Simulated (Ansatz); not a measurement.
## ZnS: energy along a strain

ZnS, F-43m, a = 5.357 Å. The compound has several low-lying forms, and this is one of them. Ansatz: PBEsol, PAW, 420 eV, Γ-centred 10×10×10 mesh on 2 atoms, Gaussian smearing 0.05 eV; no spin polarisation. Cell vectors (Å): 0.000 2.678 2.678; 2.678 0.000 2.678; 2.678 2.678 0.000. The cell is strained by x per cent times the pattern (0 0 1 0 0 0) in the order xx yy zz yz xz xy (engineering shears), with fractional coordinates held. y is the free energy over the start, V0 = 19.211 Å³/atom. Points with a strain past 8.5 % were computed too (5) and aren't used here.

```tsv
x (%)	y (meV/atom)
-7.50	?
-3.75	9.28
0.00	0.00
3.75	8.78
7.50	34.10
```

Q: Fit y = c2 x² + c3 x³ to the other rows, get the stiffness along the pattern, and predict the missing energy.

A: Least squares on the rows shown. y = 0.64206 x² − 0.0047777 x³. The clamped-ion stiffness p·C·p = 2 × 6.421 eV × 160.2 / 19.211 Å³ = 107 GPa, which is C33 in these axes (C11 of the cubic crystal). At x = -7.50 the fit asked for gives 38.13 meV/atom. The run gave 38.16 meV/atom, so the fit is 0.03 meV/atom too low, a small miss on the scale of the series. The form still works here, 33 % of the fitted range beyond its end.

Cost: 10 runs of about 0.8 core-minutes in all, on Arm Neoverse V2 (shared hosts).